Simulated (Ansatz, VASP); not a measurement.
One calculation of LiH, two programs

```
CELL_PARAMETERS angstrom
0.00000 2.00299 2.05627
2.00299 0.00000 2.05627
2.00299 2.00299 0.00000
ATOMIC_POSITIONS crystal
Li 0.00000 0.00000 0.00000
H 0.50000 0.50000 0.50000
```

Change from the starting cell: uniaxial_z strain +2.7%.

Alike in both runs: task single point; functional PBE; k mesh 10 × 10 × 10; occupations fermi-dirac, width 0.02 eV; no spin polarisation.

|  | VASP | Ansatz |
| --- | --- | --- |
| version | VASP 6.6.1 | Ansatz 0.2.0 |
| potentials or method | VASP PAW PBE potentials, release 64 (Li_sv, H) | plane waves, PAW |
| plane-wave cutoff (eV) | 520 | 420 |
| valence electrons in the cell | 4 | 4 |

|  | VASP | Ansatz | Ansatz less VASP |
| --- | --- | --- | --- |
| gap on the k mesh at the Fermi level (eV) | 2.70 | 2.71 | +0.007 |

With one functional, cell and mesh, what is left measures potentials, basis and numerics.

 A k mesh can miss the band edges.
